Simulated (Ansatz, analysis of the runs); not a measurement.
# A defect in a wire: Au wire along [110], 4 atoms a period, NO placed on top of one Au, part 2 of 2

Aim: how much does this defect scatter, and at which energies?

Ansatz 0.2.0; DFT PBE, plane waves, PAW; relaxation of a wire's period (the session's first sound run).

So far. Step 3 (The wire at its relaxed period): At the computed energy nearest the Fermi level there are 4 channels a spin, and the thermal average gives 3.63 G₀. Step 4 (Relaxation of the scattering region): The largest force component on a free atom ends at 0.006 eV/Å, under the limit of 0.06. N ends nearest to O at 1.16 Å and Au at 2.06 Å. 2 atoms of the wire itself, hydrogen apart, moved by over 0.45 Å, up to 0.60 Å.

### Step 5. Transmission

This step: DFT PBE, plane waves, PAW; transmission of a junction in a wire (Ansatz 0.2.0).

The cell is now read as a scatterer between two semi-infinite leads, named by two sites one period apart. The scattering states in its self-consistent potential are matched to the leads' states at each energy. One point across is taken; the program will flag that the box is too narrow for that.

Contents of input.yaml:

```yaml
crystal:
  lattice:
    - [8.88, 0.0, 0.0]
    - [0.0, 11.212, 0.0]
    - [0.0, 0.0, 24.3362530524]
  atoms:
    - { symbol: Au, position: [0.386950635, 0.681461448, 0.0] }
    - { symbol: Au, position: [0.37206976, 0.431110303, 0.0] }
    - { symbol: Au, position: [0.613049365, 0.31856944, 0.055555556] }
    - { symbol: Au, position: [0.62793024, 0.568920585, 0.055555556] }
    - { symbol: Au, position: [0.386950635, 0.681461448, 0.111111111] }
    - { symbol: Au, position: [0.37206976, 0.431110303, 0.111111111] }
    - { symbol: Au, position: [0.613049365, 0.31856944, 0.166666667] }
    - { symbol: Au, position: [0.62793024, 0.568920585, 0.166666667] }
    - { symbol: Au, position: [0.386950635, 0.681461448, 0.222222222] }
    - { symbol: Au, position: [0.37206976, 0.431110303, 0.222222222] }
    - { symbol: Au, position: [0.613049365, 0.31856944, 0.277777778] }
    - { symbol: Au, position: [0.62793024, 0.568920585, 0.277777778] }
    - { symbol: Au, position: [0.3860848868, 0.6747147325, 0.3341577668] }
    - { symbol: Au, position: [0.3708518075, 0.4258376622, 0.3339974437] }
    - { symbol: Au, position: [0.6043503216, 0.3023691371, 0.3887411013] }
    - { symbol: Au, position: [0.6251388713, 0.55266498, 0.3893705755] }
    - { symbol: Au, position: [0.3797813405, 0.6511263081, 0.4449367123] }
    - { symbol: Au, position: [0.3577231389, 0.3977880544, 0.4451009259] }
    - { symbol: Au, position: [0.5947426582, 0.2666831962, 0.500201501] }
    - { symbol: Au, position: [0.6077503172, 0.5187682393, 0.5005195475] }
    - { symbol: Au, position: [0.3776177088, 0.6526372708, 0.5559653516] }
    - { symbol: Au, position: [0.3558763021, 0.3995013872, 0.5556950428] }
    - { symbol: Au, position: [0.606529098, 0.3093110757, 0.6111026974] }
    - { symbol: Au, position: [0.625789582, 0.5594665248, 0.6108627227] }
    - { symbol: Au, position: [0.386950635, 0.681461448, 0.666666667] }
    - { symbol: Au, position: [0.37206976, 0.431110303, 0.666666667] }
    - { symbol: Au, position: [0.613049365, 0.31856944, 0.722222222] }
    - { symbol: Au, position: [0.62793024, 0.568920585, 0.722222222] }
    - { symbol: Au, position: [0.386950635, 0.681461448, 0.777777778] }
    - { symbol: Au, position: [0.37206976, 0.431110303, 0.777777778] }
    - { symbol: Au, position: [0.613049365, 0.31856944, 0.833333333] }
    - { symbol: Au, position: [0.62793024, 0.568920585, 0.833333333] }
    - { symbol: Au, position: [0.386950635, 0.681461448, 0.888888889] }
    - { symbol: Au, position: [0.37206976, 0.431110303, 0.888888889] }
    - { symbol: Au, position: [0.613049365, 0.31856944, 0.944444444] }
    - { symbol: Au, position: [0.62793024, 0.568920585, 0.944444444] }
    - { symbol: "N", position: [0.7025840047, 0.1040796808, 0.5017567923] }
    - { symbol: O, position: [0.8328533504, 0.0923597202, 0.500815865] }
kpoints:
  mp_grid: { grid: [1, 1, 4] }
scf:
  occupations: { method: fermi_dirac, width: 0.05 }
hamiltonian:
  xc: pbe
output:
  transmission:
    e_range: [-1.26, 1.26]
    de: 0.035
    kmesh: [1, 1]
    reduced_basis: true
    leads: [[32, 0]]
  dos: { projected: true, e_range: [-4, 3] }
  write_potential: true
  write_density: true
  volumetric_format: npy
  elf: true
basis:
  ecutwfc: "350 eV"
```

Run with:

```console
$ ansatz run input.yaml --threads 4 --pin off --max-ram 16384MiB --backend cpu --events-out ev --progress --plain --runs-dir out
```

Wall time 5.4 min (4 threads of Arm Neoverse V2, shared host); peak memory 7.6 GiB.

Numbers from this step:

```
energy at zero smearing                                      : -474296.6793 eV
transmission at the energy nearest the Fermi level, one spin : 3.213
step of the lead's Hamiltonian                               : 5.7 meV
conductance of the junction                                  : 2.998 G₀
```

Transmission, one spin against energy, zero at the Fermi level:

| energy (eV) | transmission, one spin |
| --- | --- |
| -1.26 | 4.40 |
| -1.19 | 3.67 |
| -1.08 | 3.09 |
| -1.01 | 2.81 |
| -0.91 | 2.90 |
| -0.84 | 2.94 |
| -0.77 | 2.94 |
| -0.73 | 2.94 |
| -0.67 | 2.94 |
| -0.56 | 2.93 |
| -0.49 | 2.92 |
| -0.39 | 2.91 |
| -0.32 | 2.89 |
| -0.21 | 2.83 |
| -0.14 | 2.69 |
| -0.04 | 2.43 |
| 0.00 | 3.21 |
| 0.04 | 3.34 |
| 0.10 | 3.40 |
| 0.14 | 3.39 |
| 0.21 | 3.28 |
| 0.32 | 2.89 |
| 0.39 | 2.74 |
| 0.49 | 2.88 |
| 0.56 | 2.97 |
| 0.67 | 3.03 |
| 0.73 | 3.04 |
| 0.77 | 3.04 |
| 0.84 | 3.04 |
| 0.91 | 3.03 |
| 1.01 | 3.01 |
| 1.08 | 2.99 |
| 1.19 | 2.97 |
| 1.26 | 2.97 |

Table of open channels of the lead, one spin by energy, zero at the Fermi level:

| energy (eV) | open channels of the lead, one spin |
| --- | --- |
| -1.190 | 5 |
| -1.085 | 4 |
| -1.015 | 4 |
| -0.910 | 3 |
| -0.805 | 3 |
| -0.700 | 3 |
| -0.595 | 3 |
| -0.490 | 3 |
| -0.385 | 3 |
| -0.315 | 3 |
| -0.210 | 3 |
| -0.105 | 3 |
| 0.000 | 4 |
| 0.105 | 4 |
| 0.210 | 4 |
| 0.315 | 4 |
| 0.385 | 4 |
| 0.490 | 4 |
| 0.595 | 4 |
| 0.700 | 4 |
| 0.805 | 4 |
| 0.910 | 4 |
| 1.015 | 4 |
| 1.085 | 4 |
| 1.190 | 4 |

Projected DOS an atom over height of the atomic layer and energy from the Fermi level.  broadened by a Gaussian of 0.15 eV, since few k-points sample the long cell.

Values in states/eV, 12 rows by 16 columns, each cell a mean:
```
0.27 0.23 0.22 0.23 0.22 0.25 0.30 0.23 0.26 0.25 0.29 0.23 0.22 0.24 0.22 0.23
0.27 0.30 0.30 0.25 0.27 0.35 0.34 0.25 0.39 0.26 0.34 0.34 0.26 0.25 0.30 0.30
0.39 0.38 0.40 0.44 0.43 0.39 0.36 0.33 0.80 0.33 0.36 0.40 0.43 0.43 0.39 0.38
0.41 0.42 0.40 0.39 0.39 0.38 0.39 0.44 0.55 0.43 0.38 0.39 0.40 0.39 0.41 0.42
0.40 0.40 0.41 0.42 0.40 0.41 0.40 0.39 0.29 0.41 0.40 0.40 0.40 0.42 0.41 0.40
1.01 1.01 0.99 0.99 0.97 0.95 0.89 0.98 0.43 0.98 0.91 0.95 0.98 1.00 1.00 1.02
1.87 1.88 1.88 1.91 1.95 2.00 2.01 2.05 0.84 2.09 2.03 2.00 1.95 1.90 1.87 1.88
4.01 4.01 4.00 4.00 4.08 4.00 4.01 4.00 1.50 4.03 3.99 4.00 4.04 3.98 3.99 4.01
3.23 3.22 3.23 3.21 3.12 3.16 3.28 3.30 1.38 3.25 3.24 3.19 3.13 3.22 3.25 3.23
2.12 2.14 2.14 2.17 2.16 2.18 2.24 2.29 1.25 2.32 2.26 2.19 2.15 2.16 2.14 2.12
2.23 2.20 2.21 2.22 2.19 2.19 2.15 2.34 1.52 2.27 2.11 2.21 2.21 2.20 2.21 2.21
2.23 2.24 2.23 2.24 2.28 2.08 2.10 1.79 1.22 1.80 2.02 2.09 2.26 2.21 2.22 2.26
```
Columns: height of the atomic layer (Å) from 0 to 23.0; rows upwards: energy from the Fermi level (eV) from -3.98 to 1.47.

ELF in the ca plane at fractional y = 0.092, with atoms of N and O within 0.2 Å of it. It is the smooth field of the valence electrons, not physical close to the nuclei.

Ten even steps from '0' (0.00) to '9' (0.92), each cell a mean:
```
00000000000000000001345421000000000000000000
00000000000000000014688853000000000000000000
00000000000000000025899974100000000000000000
00000000000000000025875874100000000000000000
00000000000000000014765763000000000000000000
00000000000000000013677752000000000000000000
00000000000000000014653663100000000000000000
00000000000000000015887885100000000000000000
00000000000000000004899973000000000000000000
00000000000000000001467641000000000000000000
00000000000000000000011100000000000000000000
00000000000000000000000000000000000000000000
00000000000000000000000000000000000000000000
00000000000000000000000000000000000000000000
00000000000000000000000000000000000000000000
00000000000000000000000000000000000000000000
00000000000000000000000000000000000000000000
00000000000000000000000000000000000000000000
00000000000000000000000000000000000000000000
00000000000000000000000000000000000000000000
00000000000000000000000000000000000000000000
00000000000000000000000000000000000000000000
00000000000000000000000000000000000000000000
00000000000000000000011100000000000000000000
```
Columns run along c (16.0 Å, from fractional 0.17 to 0.83 of the cell), rows up along a (8.9 Å). Atoms in or near the plane, at fractional coordinates: N at (0.50, 0.70), O at (0.50, 0.83).

Electrostatic potential energy in the ca plane at fractional y = 0.092, with atoms of N and O within 0.2 Å of it. With pseudopotentials it is smooth inside the atoms' cores, unlike the true potential.

Ten even steps from '0' (1.0 eV) to '9' (6.5 eV), each cell a mean:
```
99999999999999999999988899999999999999999999
99999999999999999998743368999999999999999999
99999999999999999987300026899999999999999999
99999999999999999885000005889999999999999999
99999999999999999875000004789999999999999999
99999999999999999874000003788999999999999999
99999999999999998874000002788999999999999999
99999999999999999875000003789999999999999999
99999999999999999887300026889999999999999999
99999999999999999988754468899999999999999999
99999999999999999998887888999999999999999999
99999999999999999999988899999999999999999999
99999999999999999999999999999999999999999999
99999999999999999999999999999999999999999999
99999999999999999999999999999999999999999999
99999999999999999999999999999999999999999999
99999999999999999999999999999999999999999999
99999999999999999999999999999999999999999999
99999999999999999999999999999999999999999999
99999999999999999999999999999999999999999999
99999999999999999999999999999999999999999999
99999999999999999999999999999999999999999999
99999999999999999999999999999999999999999999
99999999999999999999999999999999999999999999
```
Columns run along c (16.0 Å, from fractional 0.17 to 0.83 of the cell; values clipped at the 3rd and 97th percentile), rows up along a (8.9 Å). Atoms in or near the plane, at fractional coordinates: N at (0.50, 0.70), O at (0.50, 0.83).

Valence density in the ca plane at fractional y = 0.092, with atoms of N and O within 0.2 Å of it. It is the smooth field of the valence electrons, not physical close to the nuclei.

Ten steps, logarithmic in the rise over the least value, from '0' (0.0 e/Å³) to '9' (6.6 e/Å³), each cell a mean:
```
00000000000000000000011100000000000000000000
00000000000000000000244420000000000000000000
00000000000000000001478741000000000000000000
00000000000000000002589962000000000000000000
00000000000000000002589852000000000000000000
00000000000000000002478752000000000000000000
00000000000000000002478852000000000000000000
00000000000000000002478852000000000000000000
00000000000000000001356641000000000000000000
00000000000000000000133321000000000000000000
00000000000000000000011100000000000000000000
00000000000000000000000000000000000000000000
00000000000000000000000000000000000000000000
00000000000000000000000000000000000000000000
00000000000000000000000000000000000000000000
00000000000000000000000000000000000000000000
00000000000000000000000000000000000000000000
00000000000000000000000000000000000000000000
00000000000000000000000000000000000000000000
00000000000000000000000000000000000000000000
00000000000000000000000000000000000000000000
00000000000000000000000000000000000000000000
00000000000000000000000000000000000000000000
00000000000000000000000000000000000000000000
```
Columns run along c (16.0 Å, from fractional 0.17 to 0.83 of the cell), rows up along a (8.9 Å). Atoms in or near the plane, at fractional coordinates: N at (0.50, 0.70), O at (0.50, 0.83).

By hand: the program gives 2.3327 × 10^14 S/m² over the cell's cross-section of 99.56 Å² = 9.956 × 10^-19 m², so one cell conducts 2.322 × 10^-4 S. Divided by G0 = 2e²/h = 7.748 × 10^-5 S this is 3.00 G0, a resistance of 4.31 kΩ.

The conductance is 3.00 G₀, with 4 channels a spin open in the lead. The lead's Hamiltonian steps by 5.7 meV, which the program lets pass, though it counts in the error estimate.

### Step 6. Landauer integrals

This step: Landauer integrals over the computed T(E), interpolated linearly between its energies (analysis of the runs above).

Conductance and thermopower are moments of T(E) over the thermal window; sliding the window along E stands for a gate that leaves T(E) rigid.

This step gave:

```
conductance at 300 K, interpolated from T(E) : 2.971 G₀
thermopower at 300 K                         : -18.52 μV/K
Lorenz number over L0                        : 0.9584
```

T(E) held rigid; rough near sharp steps of T(E). The conductance at 300 K by shift of the leads' level:

| shift of the leads' level (eV) | conductance at 300 K (G₀) |
| --- | --- |
| -0.900 | 2.65 |
| -0.850 | 2.88 |
| -0.800 | 2.93 |
| -0.700 | 2.94 |
| -0.650 | 2.94 |
| -0.600 | 2.93 |
| -0.550 | 2.93 |
| -0.450 | 2.92 |
| -0.400 | 2.91 |
| -0.350 | 2.90 |
| -0.300 | 2.88 |
| -0.200 | 2.79 |
| -0.150 | 2.67 |
| -0.100 | 2.49 |
| -0.050 | 2.55 |
| 0.050 | 3.28 |
| 0.100 | 3.37 |
| 0.150 | 3.35 |
| 0.200 | 3.28 |
| 0.300 | 2.97 |
| 0.350 | 2.84 |
| 0.400 | 2.79 |
| 0.450 | 2.83 |
| 0.550 | 2.95 |
| 0.600 | 2.99 |
| 0.650 | 3.02 |
| 0.700 | 3.03 |
| 0.800 | 3.04 |
| 0.850 | 3.04 |
| 0.900 | 3.03 |

T(E) held rigid; rough near sharp steps of T(E). Table of thermopower at 300 K by shift of the leads' level:

shift of the leads' level (eV), thermopower at 300 K (μV/K) and a bar from the least value:
```
   -0.900      -16.7 
   -0.850       -6.4 #############
   -0.800       -1.5 ###################
   -0.700        0.1 #####################
   -0.650        0.2 #####################
   -0.600        0.2 #####################
   -0.550        0.3 #####################
   -0.450        0.4 #####################
   -0.400        0.5 #####################
   -0.350        0.8 #####################
   -0.300        1.3 ######################
   -0.200        4.5 ##########################
   -0.150        7.8 ##############################
   -0.100        4.7 ##########################
   -0.050      -14.4 ###
    0.050       -8.3 ##########
    0.100       -1.7 ##################
    0.150        1.9 #######################
    0.200        4.7 ##########################
    0.300        7.6 ##############################
    0.350        4.6 ##########################
    0.400        0.2 #####################
    0.450       -2.6 #################
    0.550       -2.5 #################
    0.600       -1.7 ##################
    0.650       -1.1 ###################
    0.700       -0.5 ####################
    0.800        0.1 #####################
    0.850        0.3 #####################
    0.900        0.4 #####################
```

The two levels move by half the bias each and T(E) is held rigid. The current from the zero-bias T(E) by bias:

| bias (V) | current from the zero-bias T(E) (μA) |
| --- | --- |
| 0.000 | 0 |
| 0.100 | 22.8 |
| 0.200 | 45.4 |
| 0.300 | 68.4 |
| 0.400 | 91.9 |
| 0.500 | 115 |
| 0.600 | 138 |
| 0.700 | 161 |
| 0.800 | 183 |
| 0.900 | 205 |
| 1.000 | 227 |
| 1.100 | 250 |
| 1.200 | 273 |
| 1.300 | 296 |
| 1.400 | 319 |
| 1.500 | 342 |
| 1.600 | 365 |
| 1.700 | 388 |
| 1.800 | 411 |
| 1.900 | 432 |

By hand, Mott's formula: S = −(π²k²T/3e) d ln T/dE, and π²k²T/3e = 7.33 μV/K × eV at 300 K. The computed T is 2.09 at -0.070 eV and 3.39 at +0.070 eV, so d ln T/dE ≈ 3.47 per eV and S ≈ -25.5 μV/K, against -18.5 from the integrals. The two differ since ln T is not straight over the thermal window.

The thermopower is -18.5 μV/K. The Lorenz ratio is 0.96, where the Wiedemann-Franz law gives 1. Moving the level by up to 0.1 eV either way gives -19 to 4.7 μV/K.

### Step 7. Results

```yaml
conductance_of_the_perfect_wire: 3.63 G₀
conductance_no_placed_on_top_of_one_au: 3.00 G₀
thermopower_no_placed_on_top_of_one_au: -18.5 μV/K
```

**Reading.** Summed over the computed window, 81 % of the lead's open channels pass the defect; the conductance at 300 K is 3.00 G₀. With NO placed on top of one Au, 80 % of the conductance of that run's own lead (3.75 G₀) is left. Transport is coherent and elastic here: the atoms are frozen, so scattering by vibrations plays no part. With NO placed on top of one Au several atoms of the wire itself moved far in the relaxation, so the changed stretch between the held leads may scatter as well as the defect. Adsorbates are named by the site where they were placed; the distances after each relaxation show where they ended. Spin-orbit coupling is left out, which matters for the bands of heavy atoms. A cutoff under the files' recommended one was taken to save time; its effect on T(E) was not tested here. A cell with an odd number of electrons ran without spin; a level of the scatterer near the Fermi level could split if spin were allowed. The program marked the mesh across the current as unconverged: one point across may be too few, as where atoms come near their images or a face has no vacuum.

[Logs are printed without paths, hosts, clocks, repeated set-up lines and the standing remarks that a program may print on its own settings, such as how far it seeks lower states.]

[Hosts, paths, dates, database ids (printed as entryN), source tags and the programs' standing remarks are cut or masked in the printed files.]
